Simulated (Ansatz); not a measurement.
Moving the functional in Ir

The cell as given:

The structure is cubic, space group Fm-3m (No. 225). Conventional cell: a = 3.831 Å, b = 3.831 Å, c = 3.831 Å, α = 90.00°, β = 90.00°, γ = 90.00°. Ir (site symmetry m-3m) is surrounded by 12 Ir at 2.71 Å.

Kept alike: task relaxation of cell and atoms; k mesh 12 × 12 × 12; occupations fermi-dirac, width 0.05 eV; no spin polarisation. Program: Ansatz, Ansatz PAW. Cutoffs run from 420 to 500 eV. The mesh is that of the run's cell of 1 atom. No spin-orbit coupling.

| functional | volume (Å³/atom) |
| --- | --- |
| BLYP | 15.224 |
| LDA | 13.822 |
| PBE | 14.483 |
| PBEsol | 14.034 |
| RPBE | 14.659 |
| r2SCAN | 14.187 |
| revPBE | 14.608 |

The relaxations keep at least the cell's symmetry (Fm-3m). For a metal such a mesh leaves the last digits unconverged. Relaxations stop with a little pressure left, so the last digits of a volume or edge aren't settled. Ansatz's relaxations hold a Pulay term in the stress (up to 0.1 GPa here). All rows use potentials made for PBE.

**Question.** What does the functional change here?

**Answer.** The volume runs from 13.822 (LDA) to 15.224 Å³/atom (BLYP). From PBE: BLYP +0.741; LDA -0.661; PBEsol -0.449; RPBE +0.176; r2SCAN -0.296; revPBE +0.125.
